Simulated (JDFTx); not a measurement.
# CuAu (R-3m) in JDFTx: reference runs

Aim: a first look at CuAu with PBEsol, on the cell as given.

Everything below comes from runs of JDFTx 1.7.0 (patched build). Logs are shortened: lines on timing, memory, paths and dates and some standing lists are left out, and cuts for length are marked. The log counts tension as positive stress, the text compression.

## 1. The crystal as given

The structure is trigonal, space group R-3m (No. 166). Conventional cell: a = 2.886 Å, b = 2.886 Å, c = 12.769 Å, α = 90.00°, β = 90.00°, γ = 120.00°. Au (site symmetry -3m) is surrounded by 6 Cu at 2.70 Å and 6 Au at 2.89 Å. Cu (site symmetry -3m) has 6 Au at 2.70 Å and 6 Cu at 2.89 Å as nearest neighbours.

The cell comes from a database or a generator and needn't be the stable form of this composition.

## 2. Single point, PBEsol

CuAu.in

```
lattice \
    2.7269822248    -2.7269822248     0.0000000000 \
    1.5744239216     1.5744239216    -3.1488478432 \
    8.0429970777     8.0429970777     8.0429970777
coords-type Lattice
ion Au     0.0000000000     0.0000000000     0.0000000000 1
ion Cu     0.5000000000     0.5000000000     0.5000000000 1

ion-species pseudo/Au.upf
ion-species pseudo/Cu.upf
elec-cutoff 46 368
elec-ex-corr gga-PBEsol
kpoint-folding 11 11 11
elec-smearing Fermi 0.0018374661
elec-n-bands 26
electronic-SCF nIterations 100 energyDiffThreshold 1e-09
electronic-minimize nIterations 30 energyDiffThreshold 1e-7
converge-empty-states yes
forces-output-coords Cartesian

dump-name run.$VAR
dump End Ecomponents EigStats BandEigs Kpoints Forces Stress
```

Potentials or basis: PseudoDojo-SR-PBEsol-0.4.1-standard with smoothed tails.

Command:

```bash
$ jdftx -c 1 -i CuAu.in -o CuAu.out
```

What it wrote:

```text
*************** JDFTx 1.7.0 (patched build) ***************

Input parsed successfully to the following command list (including defaults):
[... the input with its defaults ...]

---------- Setting up symmetries ----------

Non-trivial transmission matrix:
[   1   0   0  ]
[  -1   1   0  ]
[   0  -1   1  ]
with reduced lattice vectors:
[      5.453964     -2.726982      0.000000  ]
[      0.000000      4.723272     -3.148848  ]
[      0.000000      0.000000      8.042997  ]

Found 12 point-group symmetries of the bravais lattice
Found 12 space-group symmetries with basis
Applied RMS atom displacement 0 bohrs to make symmetries exact.

---------- Initializing the Grid ----------
R =
[      2.72698     -2.72698            0  ]
[      1.57442      1.57442     -3.14885  ]
[        8.043        8.043        8.043  ]
unit cell volume = 207.192
G =
[    1.15204   0.665131     0.2604  ]
[   -1.15204   0.665131     0.2604  ]
[ -2.3483e-17   -1.33026     0.2604  ]
Minimum fftbox size, Smin = [  76  76  76  ]
Chosen fftbox size, S = [  80  80  80  ]

---------- Initializing tighter grid for wavefunction operations ----------
R =
[      2.72698     -2.72698            0  ]
[      1.57442      1.57442     -3.14885  ]
[        8.043        8.043        8.043  ]
unit cell volume = 207.192
G =
[    1.15204   0.665131     0.2604  ]
[   -1.15204   0.665131     0.2604  ]
[ -2.3483e-17   -1.33026     0.2604  ]
Minimum fftbox size, Smin = [  56  56  56  ]
Chosen fftbox size, S = [  56  56  56  ]

---------- Exchange Correlation functional ----------
Initalized PBEsol GGA exchange.
Initalized PBEsol GGA correlation.

---------- Setting up pseudopotentials ----------
Width of ionic core gaussian charges (only for fluid interactions / plotting) set to 0

Reading pseudopotential file 'pseudo/Au.upf':
  'Au' pseudopotential, 'PBESOL' functional
  Generated using ONCVPSP code by D. R. Hamann
  19 valence electrons, 4 orbitals, 7 projectors, 1001 radial grid points, with lMax = 3
    5S    l: 0   occupation:  2.0   eigenvalue: -3.985004
    5P    l: 1   occupation:  6.0   eigenvalue: -2.197789
    5D    l: 2   occupation: 10.0   eigenvalue: -0.253637
    6S    l: 0   occupation:  1.0   eigenvalue: -0.213166
  Core radius for overlap checks: 1.57 bohrs.

Reading pseudopotential file 'pseudo/Cu.upf':
  'Cu' pseudopotential, 'PBESOL' functional
  Generated using ONCVPSP code by D. R. Hamann
  19 valence electrons, 4 orbitals, 6 projectors, 1001 radial grid points, with lMax = 2
    3S    l: 0   occupation:  2.0   eigenvalue: -4.204292
    3P    l: 1   occupation:  6.0   eigenvalue: -2.645923
    3D    l: 2   occupation: 10.0   eigenvalue: -0.185942
    4S    l: 0   occupation:  1.0   eigenvalue: -0.169360
  Core radius for overlap checks: 1.70 bohrs.

Initialized 2 species with 2 total atoms.

Folded 1 k-points by 11x11x11 to 1331 k-points.

---------- Setting up k-points, bands, fillings ----------
Reduced to 146 k-points under symmetry.
Computing the number of bands and number of electrons
Calculating initial fillings.
nElectrons:  38.000000   nBands: 26   nStates: 146

----- Setting up reduced wavefunction bases (one per k-point) -----
average nbasis = 3087.639 , ideal nbasis = 3087.478

---------- Setting up ewald sum ----------
Optimum gaussian width for ewald sums = 2.248896 bohr.
Real space sum over 2197 unit cells with max indices [  6  6  6  ]
Reciprocal space sum over 3375 terms with max indices [  7  7  7  ]

---------- Allocating electronic variables ----------
Initializing wave functions:  linear combination of atomic orbitals
Note: number of bands (26) exceeds available atomic orbitals (20)
Au pseudo-atom occupations:   s ( 2 1 )  p ( 6 )  d ( 10 )
Cu pseudo-atom occupations:   s ( 2 1 )  p ( 6 )  d ( 10 )
	FillingsUpdate:  mu: +0.646005745  nElectrons: 38.000000
LCAOMinimize: Iter:   0  F: -323.3251013913823613  |grad|_K:  1.558e-03  alpha:  1.000e+00
	FillingsUpdate:  mu: +0.687754061  nElectrons: 38.000000
LCAOMinimize: Iter:   1  F: -323.3552314036459165  |grad|_K:  7.744e-04  alpha:  4.766e-01  linmin:  7.473e-02  cgtest: -8.635e-01
	FillingsUpdate:  mu: +0.688108325  nElectrons: 38.000000
[... 12 lines of inner loops ...]
LCAOMinimize: Iter:   7  F: -323.3633280774334935  |grad|_K:  5.103e-07  alpha:  3.080e-01  linmin:  8.152e-05  cgtest:  6.911e-03
	FillingsUpdate:  mu: +0.671474003  nElectrons: 38.000000
LCAOMinimize: Iter:   8  F: -323.3633280878471510  |grad|_K:  7.402e-08  alpha:  8.107e-01  linmin:  3.514e-04  cgtest: -2.647e-03
LCAOMinimize: Converged (|Delta F|<1.000000e-06 for 2 iters).

-------- Electronic minimization -----------
Will mix electronic density at each iteration.
	FillingsUpdate:  mu: +0.671474003  nElectrons: 38.000000
	FillingsUpdate:  mu: +0.656050457  nElectrons: 38.000000
SCF: Cycle:  0   F: -323.405606476419848   dF: -4.228e-02   |Residual|: 4.471e-02   |deigs|: 7.844e-02
	FillingsUpdate:  mu: +0.656808043  nElectrons: 38.000000
SCF: Cycle:  1   F: -323.406138008671576   dF: -5.315e-04   |Residual|: 2.051e-02   |deigs|: 6.481e-03
	FillingsUpdate:  mu: +0.655724263  nElectrons: 38.000000
SCF: Cycle:  2   F: -323.406139193577758   dF: -1.185e-06   |Residual|: 1.495e-02   |deigs|: 3.449e-03
	FillingsUpdate:  mu: +0.655865146  nElectrons: 38.000000
SCF: Cycle:  3   F: -323.406348559638957   dF: -2.094e-04   |Residual|: 2.592e-03   |deigs|: 1.919e-03
	FillingsUpdate:  mu: +0.655694811  nElectrons: 38.000000
SCF: Cycle:  4   F: -323.406350367957998   dF: -1.808e-06   |Residual|: 1.418e-03   |deigs|: 4.265e-04
	FillingsUpdate:  mu: +0.655774472  nElectrons: 38.000000
SCF: Cycle:  5   F: -323.406350864297451   dF: -4.963e-07   |Residual|: 7.081e-04   |deigs|: 2.151e-04
	FillingsUpdate:  mu: +0.655739910  nElectrons: 38.000000
SCF: Cycle:  6   F: -323.406351053306878   dF: -1.890e-07   |Residual|: 5.162e-05   |deigs|: 9.515e-05
	FillingsUpdate:  mu: +0.655733871  nElectrons: 38.000000
SCF: Cycle:  7   F: -323.406351053145613   dF: +1.613e-10   |Residual|: 1.008e-04   |deigs|: 2.861e-05
	FillingsUpdate:  mu: +0.655739740  nElectrons: 38.000000
SCF: Cycle:  8   F: -323.406351058960524   dF: -5.815e-09   |Residual|: 2.146e-05   |deigs|: 1.855e-04
	FillingsUpdate:  mu: +0.655740797  nElectrons: 38.000000
SCF: Cycle:  9   F: -323.406351059291126   dF: -3.306e-10   |Residual|: 8.312e-06   |deigs|: 7.882e-05
	FillingsUpdate:  mu: +0.655741262  nElectrons: 38.000000
SCF: Cycle: 10   F: -323.406351059354677   dF: -6.355e-11   |Residual|: 2.212e-06   |deigs|: 1.559e-05
SCF: Converged (|Delta E|<1.000000e-09 for 2 iters).

Setting wave functions to eigenvectors of Hamiltonian
Converging empty states (this may take a while): |deigs|: 1.009e-04

# Stress tensor in Cartesian coordinates [Eh/a0^3]:
[   0.00030257            0            0  ]
[            0   0.00030257            0  ]
[            0            0  0.000252882  ]

# Ionic positions in lattice coordinates:
ion Au   0.000000000000000   0.000000000000000   0.000000000000000 1
ion Cu   0.500000000000000   0.500000000000000   0.500000000000000 1

# Forces in Cartesian coordinates:
force Au  -0.000000000000000   0.000000000000000   0.000000000000000 1
force Cu  -0.000000000000000   0.000000000000000   0.000000000000000 1

# Energy components:
   Eewald =     -221.7287519564293348
       EH =       87.6190137065842833
     Eloc =     -252.9391225082229653
      Enl =      -31.1266796639913750
      Exc =      -48.2149278902977159
 Exc_core =       13.4704205997301028
       KE =      129.5139935989482467
-------------------------------------
     Etot =     -323.4060541136786924
       TS =        0.0002969456759675
-------------------------------------
        F =     -323.4063510593546766

IonicMinimize: Iter:   0  F: -323.406351059354677  |grad|_K:  5.358e-43
IonicMinimize: Converged (|grad|_K<1.000000e-04).

#--- Lowdin population analysis ---
# oxidation-state Au +0.138
# oxidation-state Cu +0.195

Dumping 'run.eigStats' ...
	eMin: -3.457814 at state 0 ( [ +0.000000 +0.000000 +0.000000 ] spin 0 )
	HOMO: +0.655588 at state 88 ( [ +0.181818 +0.181818 +0.363636 ] spin 0 )
	mu  : +0.655742
	LUMO: +0.655897 at state 127 ( [ +0.272727 +0.363636 -0.363636 ] spin 0 )
	eMax: +1.389176 at state 0 ( [ +0.000000 +0.000000 +0.000000 ] spin 0 )
	HOMO-LUMO gap: +0.000308
	Optical gap  : +0.011778 at state 113 ( [ +0.181818 -0.454545 -0.363636 ] spin 0 )
Done!
```

Run time: 5.8 min. Hardware: 1 thread of AMD EPYC 9R45 (Zen 5), shared host; peak memory 0.56 GiB.

What came out:

| Quantity | Value |
| --- | --- |
| Free energy | -8800.3351 eV |
| Pressure | -8.4 GPa |
| Band gap on the k mesh | none (metal or under the smearing width) |

The run has no spin-orbit coupling, so splittings on Au are missing.
